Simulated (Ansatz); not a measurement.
LiCl: a prediction, then the measurements

All numbers below come from DFT PBE, scalar-relativistic, plane waves, PAW in Ansatz.

Settings: cutoff 420 eV, Γ-centred mesh 8×8×8 on the computed 2-atom cell, Gaussian smearing of 0.02 eV; no spin polarisation.

Relaxed structure, symmetry kept:

```cif
data_structure
_symmetry_space_group_name_H-M 'Fm-3m'
_symmetry_Int_Tables_number 225
_cell_length_a 5.1503
_cell_length_b 5.1503
_cell_length_c 5.1503
_cell_angle_alpha 90.000
_cell_angle_beta 90.000
_cell_angle_gamma 90.000
_cell_volume 136.61
loop_
_atom_site_label
_atom_site_type_symbol
_atom_site_symmetry_multiplicity
_atom_site_Wyckoff_symbol
_atom_site_fract_x
_atom_site_fract_y
_atom_site_fract_z
_atom_site_occupancy
Li1 Li 4 a 0.00000 0.00000 0.00000 1
Cl1 Cl 4 b 0.50000 0.00000 0.00000 1
```

```
Space group                                                                                                                                 : Fm-3m (No. 225)
Volume per atom                                                                                                                             : 17.08 Å³
Formation energy from the elements' standard states (uncorrected)                                                                           : -1.852 eV/atom
Kohn–Sham band gap                                                                                                                          : 6.26 eV, indirect from (-0.073, 0.000, 0.073) to Γ
Löwdin character of the top 1 eV of the valence band                                                                                        : Cl 3p 98 %
Electron masses at the edge by Cartesian direction of the standard setting (m_e; degenerate bands sorted by energy; no spin-orbit coupling) : x: 0.47; y: 0.47; z: 0.47
Hole masses at the edge by Cartesian direction of the standard setting (m_e; degenerate bands sorted by energy; no spin-orbit coupling)     : x: 1.2; y: 2.1; z: 1.2
Bulk modulus                                                                                                                                : 32 GPa
Its pressure derivative                                                                                                                     : 4.3
Electronic dielectric constant xx, yy, zz of the standard setting (independent particles)                                                   : 3.2, 3.2, 3.2
Bader charges (e)                                                                                                                           : Li (1 in the cell) 0.90, Cl (1 in the cell) -0.90
```

**The experiment to reproduce.**

A printed reference work, data compilation reports, for a bulk crystal of LiCl at 298.15 K: lattice constant a 5.13988 Å.

A printed reference work, monograph reports, for a bulk crystal of LiCl: high-frequency dielectric constant 2.75.

Measured lattice constant a of LiCl: 5.13988 Å (298.15 K; a printed reference work, data compilation). This calculation gives 5.150 Å (+0.2 %). The calculation is for 0 K without zero-point motion. A measured high-frequency dielectric constant of LiCl is 2.75 (a printed reference work, monograph); the calculated 3.23 misses it by +17.4 %. Local fields are left out.